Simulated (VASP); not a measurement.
**VASP 6.6.1, r²SCAN single-point calculation, HfO₂ (strained fluorite)**

INCAR

```
NBANDS = 18
LASPH = .TRUE.
LCHARG = .FALSE.
IBRION = -1
LWAVE = .FALSE.
ISIF = 2
ISMEAR = 0
METAGGA = R2SCAN
ALGO = Normal
SIGMA = 0.01
ENCUT = 520
EDIFF = 1E-7
LREAL = .FALSE.
NELM = 120
NSW = 0
PREC = Accurate
```

KPOINTS

```
KPOINTS created by Atomic Simulation Environment
0
Gamma
8 8 8
0 0 0
```

KPOINTS_OPT

```
special points
7
Reciprocal
0.0000000000 0.0000000000 0.0000000000 1
0.5000000000 0.0000000000 0.5000000000 1
0.6250000000 0.2500000000 0.6250000000 1
0.3750000000 0.3750000000 0.7500000000 1
0.5000000000 0.5000000000 0.5000000000 1
0.5000000000 0.2500000000 0.7500000000 1
0.0000000000 0.5000000000 0.5000000000 1
```

POSCAR

```
Hf O
 1.0000000000000000
    -0.1074594432000000    2.4975983457000002    2.4975983457000002
     2.4975983457000002   -0.1074594432000000    2.4975983457000002
     2.4975983457000002    2.4975983457000002   -0.1074594432000000
 Hf  O
   1   2
Cartesian
  0.0000000000000000  0.0000000000000000 -0.0000000000000000
  1.2386541966533118  1.2386541966533118  1.2386541966533116
  3.6490830515466892  3.6490830515466892  3.6490830515466892
```

VASP ran with the recommended PBE PAW datasets (22 valence electrons in the cell).

Command

```
mpirun -np 1 vasp_std
```

OSZICAR

```
N       E                     dE             d eps       ncg     rms          rms(c)
DAV:   1     0.508583094165E+02    0.50858E+02   -0.12927E+04  2348   0.124E+03
DAV:   2    -0.763130724638E+02   -0.12717E+03   -0.12200E+03  2934   0.296E+02
DAV:   3    -0.806153697767E+02   -0.43023E+01   -0.42864E+01  2790   0.483E+01
DAV:   4    -0.806411527244E+02   -0.25783E-01   -0.25773E-01  2894   0.413E+00
DAV:   5    -0.806413329093E+02   -0.18018E-03   -0.18018E-03  2670   0.327E-01    0.499E+01
DAV:   6    -0.682737331987E+02    0.12368E+02   -0.12420E+01  2388   0.277E+01    0.379E+01
DAV:   7    -0.684667478045E+02   -0.19301E+00   -0.14783E+00  2884   0.904E+00    0.258E+01
DAV:   8    -0.685868172523E+02   -0.12007E+00   -0.10699E+00  2568   0.789E+00    0.154E+01
DAV:   9    -0.684763835863E+02    0.11043E+00   -0.63313E-01  2498   0.536E+00    0.224E+00
DAV:  10    -0.684749587167E+02    0.14249E-02   -0.27168E-02  2678   0.997E-01    0.132E+00
DAV:  11    -0.684746338589E+02    0.32486E-03   -0.41980E-03  2552   0.461E-01    0.354E-01
DAV:  12    -0.684745924006E+02    0.41458E-04   -0.16777E-04  2616   0.105E-01    0.237E-01
DAV:  13    -0.684745914081E+02    0.99251E-06   -0.15999E-05  2748   0.296E-02    0.117E-02
DAV:  14    -0.684745883159E+02    0.30922E-05   -0.15232E-05  2600   0.237E-02    0.900E-03
DAV:  15    -0.684745886292E+02   -0.31328E-06   -0.25386E-07  2642   0.438E-03    0.687E-03
DAV:  16    -0.684745885169E+02    0.11226E-06   -0.66677E-08  1468   0.174E-03    0.184E-03
DAV:  17    -0.684745884640E+02    0.52896E-07   -0.30695E-09  1422   0.497E-04
   1 F= -.68474588E+02 E0= -.68474588E+02  d E =-.413487E-54
       N       E                     dE             ncg
DAV:   1     0.143853541439E+04   -0.60059E+04      260
DAV:   2     0.645147524530E+03   -0.79339E+03      302
DAV:   3     0.614747939307E+03   -0.30400E+02      324
DAV:   4     0.614557996487E+03   -0.18994E+00      312
DAV:   5     0.614556508256E+03   -0.14882E-02      300
DAV:   6     0.614556490410E+03   -0.17847E-04      292
DAV:   7     0.614556490151E+03   -0.25848E-06      304
DAV:   8     0.614556490148E+03   -0.29206E-08      230
```

From OUTCAR

```
k-points           NKPTS =     65   k-points in BZ     NKDIM =     65   number of bands    NBANDS=     18

   NELECT =      22.0000    total number of electrons

   dimension x,y,z NGX =    28 NGY =   28 NGZ =   28
   dimension x,y,z NGXF=    56 NGYF=   56 NGZF=   56

  energy-cutoff  :      520.00
  volume of cell :       33.17
      direct lattice vectors                 reciprocal lattice vectors
    -0.107459443  2.497598346  2.497598346    -0.187714546  0.196154098  0.196154098
     2.497598346 -0.107459443  2.497598346     0.196154098 -0.187714546  0.196154098
     2.497598346  2.497598346 -0.107459443     0.196154098  0.196154098 -0.187714546

 k-points in reciprocal lattice and weights: KPOINTS created by Atomic Simulation Env
   0.00000000  0.00000000  0.00000000       0.002
   0.12500000  0.00000000  0.00000000       0.012
   0.25000000  0.00000000  0.00000000       0.012
   0.37500000 -0.00000000 -0.00000000       0.012
   0.50000000  0.00000000  0.00000000       0.006
   0.12500000  0.12500000  0.00000000       0.012
   0.25000000  0.12500000  0.00000000       0.023
   0.37500000  0.12500000 -0.00000000       0.023
   ...

 E-fermi :   3.8498

 k-point     1 :       0.0000    0.0000    0.0000
  band No.  band energies     occupation
      1     -26.9982      2.00000
      2     -26.9982      2.00000
      3     -26.9798      2.00000
      4     -15.8631      2.00000
      5     -12.9451      2.00000
      6      -1.6352      2.00000
      7      -1.6352      2.00000
      8      -1.4249      2.00000
      9       3.0313      2.00000
     10       3.1738      2.00000
     11       3.1738      2.00000
     12       8.1151      0.00000
     13       8.1151      0.00000
     14      10.0735      0.00000
     15      14.3251      0.00000
     16      14.3251      0.00000
     17      14.7494      0.00000
     18      16.3126      0.00000

 k-point     2 :       0.1250    0.0000    0.0000
  band No.  band energies     occupation
      1     -27.0570      2.00000
      2     -27.0029      2.00000
      3     -26.9889      2.00000
      4     -15.6731      2.00000
      5     -13.0962      2.00000
      6      -1.4834      2.00000
      7      -1.3345      2.00000
      8      -1.1994      2.00000
      9       2.6864      2.00000
     10       2.8484      2.00000
     11       2.8972      2.00000
     12       8.3263      0.00000
     13       8.3962      0.00000
     14      10.6741      0.00000
     15      13.6405      0.00000
     16      14.0303      0.00000
     17      14.4438      0.00000
     18      16.3108      0.00000

 k-point     3 :       0.2500    0.0000    0.0000
  band No.  band energies     occupation
      1     -27.2006      2.00000
      2     -27.0145      2.00000
      3     -27.0038      2.00000
      4     -15.2165      2.00000
      5     -13.4178      2.00000
      6      -1.0909      2.00000
      7      -0.9841      2.00000
      8      -0.2904      2.00000
      9       1.8046      2.00000
     10       2.3362      2.00000
     11       2.4088      2.00000
     12       8.6079      0.00000
     13       8.8721      0.00000
     14      11.2415      0.00000
     15      13.1730      0.00000
     16      13.5338      0.00000
     17      13.9961      0.00000
     18      16.3029      0.00000

 k-point     4 :       0.3750   -0.0000   -0.0000
  band No.  band energies     occupation
      1     -27.3380      2.00000
      2     -27.0259      2.00000
      3     -27.0182      2.00000
      4     -14.7911      2.00000
      5     -13.6515      2.00000
      6      -0.6642      2.00000
      7      -0.6512      2.00000
      8       0.6008      2.00000
      9       1.0402      2.00000
     10       1.8691      2.00000
     11       2.1342      2.00000
     12       8.5867      0.00000
     13       9.0592      0.00000
     14      10.8583      0.00000
     15      13.2739      0.00000
     16      13.6206      0.00000
     17      13.8036      0.00000
     18      16.2669      0.00000

 k-point     5 :       0.5000    0.0000    0.0000
  band No.  band energies     occupation
      1     -27.3932      2.00000
      2     -27.0306      2.00000
      3     -27.0241      2.00000
      4     -14.6504      2.00000
      5     -13.6963      2.00000
      6      -0.5408      2.00000
      7      -0.4508      2.00000
      8       0.7077      2.00000
      9       0.9747      2.00000
     10       1.6932      2.00000
     11       2.0795      2.00000
     12       8.4923      0.00000
     13       9.0403      0.00000
     14      10.8617      0.00000
     15      13.2272      0.00000
     16      13.3186      0.00000
     17      13.7874      0.00000
     18      16.2857      0.00000

 k-point     6 :       0.1250    0.1250    0.0000
  band No.  band energies     occupation
      1     -27.0616      2.00000
      2     -27.0159      2.00000
      3     -27.0012      2.00000
      4     -15.5936      2.00000
      5     -13.1601      2.00000
      6      -1.4674      2.00000
      7      -1.3563      2.00000
      8      -0.9161      2.00000
      9       1.8764      2.00000
     10       3.1027      2.00000
     11       3.1881      2.00000
     12       8.3132      0.00000
     13       8.4921      0.00000
     14      10.8925      0.00000
     15      13.6928      0.00000
     16      13.8374      0.00000
     17      14.2764      0.00000
     18      16.3099      0.00000

 k-point     7 :       0.2500    0.1250    0.0000
  band No.  band energies     occupation
      1     -27.1753      2.00000
      2     -27.0289      2.00000
      3     -27.0155      2.00000
      4     -15.2051      2.00000
      5     -13.4348      2.00000
      6      -1.1611      2.00000
      7      -1.0652      2.00000
      8      -0.0984      2.00000
      9       0.8911      2.00000
     10       2.8492      2.00000
     11       2.9251      2.00000
     12       8.5989      0.00000
     13       8.7990      0.00000
     14      11.5387      0.00000
     15      13.0493      0.00000
     16      13.3760      0.00000
     17      13.9748      0.00000
     18      16.3065      0.00000

 k-point     8 :       0.3750    0.1250   -0.0000
  band No.  band energies     occupation
      1     -27.3061      2.00000
      2     -27.0482      2.00000
      3     -27.0298      2.00000
      4     -14.7467      2.00000
      5     -13.6986      2.00000
      6      -0.7891      2.00000
      7      -0.7065      2.00000
      8       0.2161      2.00000
      9       0.9074      2.00000
     10       2.3166      2.00000
     11       2.5055      2.00000
     12       8.6943      0.00000
     13       9.0427      0.00000
     14      11.1252      0.00000
     15      12.8870      0.00000
     16      13.3912      0.00000
     17      14.1871      0.00000
     18      16.2925      0.00000

 k-point     9 :       0.5000    0.1250    0.0000
  band No.  band energies     occupation
      1     -27.3739      2.00000
      2     -27.0699      2.00000
      3     -27.0345      2.00000
      4     -14.5358      2.00000
      5     -13.7610      2.00000
      6      -0.7773      2.00000
      7      -0.3948      2.00000
      8       0.0693      2.00000
      9       1.5408      2.00000
     10       1.9507      2.00000
     11       2.2206      2.00000
     12       8.5802      0.00000
     13       9.1124      0.00000
     14      10.8772      0.00000
     15      12.6623      0.00000
     16      13.4516      0.00000
     17      14.2672      0.00000
     18      16.2905      0.00000

 k-point    10 :      -0.3750    0.1250    0.0000
  band No.  band energies     occupation
      1     -27.3445      2.00000
      2     -27.0806      2.00000
      3     -27.0265      2.00000
      4     -14.6045      2.00000
      5     -13.7262      2.00000
      6      -0.9419      2.00000
      7      -0.3135      2.00000
      8       0.3305      2.00000
      9       1.3326      2.00000
     10       1.6230      2.00000
     11       2.5132      2.00000
     12       8.4645      0.00000
     13       9.2336      0.00000
     14      10.8846      0.00000
     15      12.5471      0.00000
     16      13.5369      0.00000
     17      14.3921      0.00000
     18      16.2905      0.00000

 k-point    11 :      -0.2500    0.1250    0.0000
  band No.  band energies     occupation
      1     -27.2362      2.00000
      2     -27.0702      2.00000
      3     -27.0112      2.00000
      4     -14.9430      2.00000
      5     -13.5712      2.00000
      6      -1.1579      2.00000
      7      -0.6248      2.00000
      8       0.4788      2.00000
      9       1.0039      2.00000
     10       1.6980      2.00000
     11       2.9405      2.00000
     12       8.4421      0.00000
     13       9.1938      0.00000
     14      11.2209      0.00000
     15      12.5571      0.00000
     16      13.7823      0.00000
     17      14.0010      0.00000
     18      16.3038      0.00000

 ...

  Total       -2.0099755     -2.0099755     -2.0099755      0.5848753      0.5848753      0.5848753
  in kB      -97.0864836    -97.0864836    -97.0864836     28.2508364     28.2508364     28.2508364
  external PRESSURE =     -97.0864836 kB  Pullay stress =       0.0000000 kB

 POSITION                                       TOTAL-FORCE (eV/Angst)
 -----------------------------------------------------------------------------------
      0.00000      0.00000      0.00000        -0.000000      0.000000     -0.000000
      1.23865      1.23865      1.23865        -0.026527     -0.026527     -0.026527
      3.64908      3.64908      3.64908         0.026527      0.026527      0.026527
 -----------------------------------------------------------------------------------
    total drift:                                0.000000      0.000000     -0.000000

  FREE ENERGIE OF THE ION-ELECTRON SYSTEM (eV)
  ---------------------------------------------------
  free  energy   TOTEN  =       -68.4745884640 eV

  energy  without entropy=      -68.4745884640  energy(sigma->0) =      -68.47458846
```

```json
{"gap between bands v and c": "4.27 eV", "least direct gap": "4.27 eV", "pressure": "-9.7 GPa", "largest force": "0.05 eV/Å"}
```

Band v is the last that the valence electrons fill when counted band by band, and c is the next.

The run took about 2.3 min on one core of a shared host (Intel Xeon Platinum 8488C) and held 0.21 GiB at most.
